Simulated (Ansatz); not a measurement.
Computed frozen-phonon scan: Li2O (anti-fluorite)

Li2O (anti-fluorite)

```xyz
6
Lattice="0.0000 4.6261 4.6261 2.3131 2.3131 4.6261 2.3131 2.3131 0.0000" Properties=species:S:1:pos:R:3 pbc="T T T"
O      0.0000     0.0000     0.0000
O      2.3131     4.6261     6.9392
Li     1.1565     5.7827     5.7827
Li     1.1565     3.4696     3.4696
Li     3.4696     3.4696     3.4696
Li     3.4696     5.7827     5.7827
```

The atoms are displaced by Q × the pattern below (from a DFPT mode at X = (0.5, 0.5, 0.0), largest move 1; Q in Å), at fixed cell. It is one choice among 2 degenerate patterns. (q is in reciprocal vectors of the primitive cell; the cell shown is doubled to hold the pattern.)

| atom | x | y | z |
|---|---|---|---|
| Li3 | 0.000 | 1.000 | 0.000 |
| Li4 | 0.000 | -1.000 | 0.000 |
| Li5 | 0.000 | -1.000 | 0.000 |
| Li6 | 0.000 | 1.000 | 0.000 |

Atoms not listed stay in place.

Calculation: PBE (plane waves to 420 eV, PAW, scalar-relativistic; Ansatz, a first-principles code). k mesh 12×12×12 (Γ-centred), Fermi-Dirac smearing 0.05 eV. The energy includes the smearing's −TS. Compression counts positive. Li2O was relaxed with its symmetry unable to fall. ΔE is measured from the undisplaced structure.

| Q (Å) | ΔE (meV/cell) | −dE/dQ from forces (eV/Å) | P (GPa) |
|---|---|---|---|
| -0.100 | 34.9 | 0.702 | 0.49 |
| -0.083 | 24.2 | 0.583 | 0.34 |
| -0.067 | 15.4 | 0.465 | 0.22 |
| -0.050 | 8.7 | 0.347 | 0.12 |
| -0.033 | 3.8 | 0.231 | 0.05 |
| -0.017 | 1.0 | 0.115 | 0.01 |
| 0.000 | 0.0 | 0.000 | 0.00 |
| 0.017 | 1.0 | -0.115 | 0.01 |
| 0.033 | 3.8 | -0.231 | 0.05 |
| 0.050 | 8.7 | -0.347 | 0.12 |
| 0.067 | 15.4 | -0.465 | 0.22 |
| 0.083 | 24.2 | -0.583 | 0.34 |
| 0.100 | 34.9 | -0.702 | 0.49 |

What the scan shows:

| Quantity | Result |
|---|---|
| Energy at Q = 0.100 Å | 34.9 meV/cell |
| Space group of the distorted cell | Cmce (No. 64), lowered from Fm-3m |
| Symmetry of the curve | even: the same for both signs |
| Shape of the curve | a single well with its minimum at or next to zero displacement |
| Harmonic wavenumber from the curvature (finite differences) | 260 cm⁻¹ |
| Wavenumber by perturbation theory (DFPT, on another k mesh) | 260 cm⁻¹ |

(For displaced atoms, the force is minus the slope of the energy, and its curvature is a force constant, which sets phonon frequencies.)
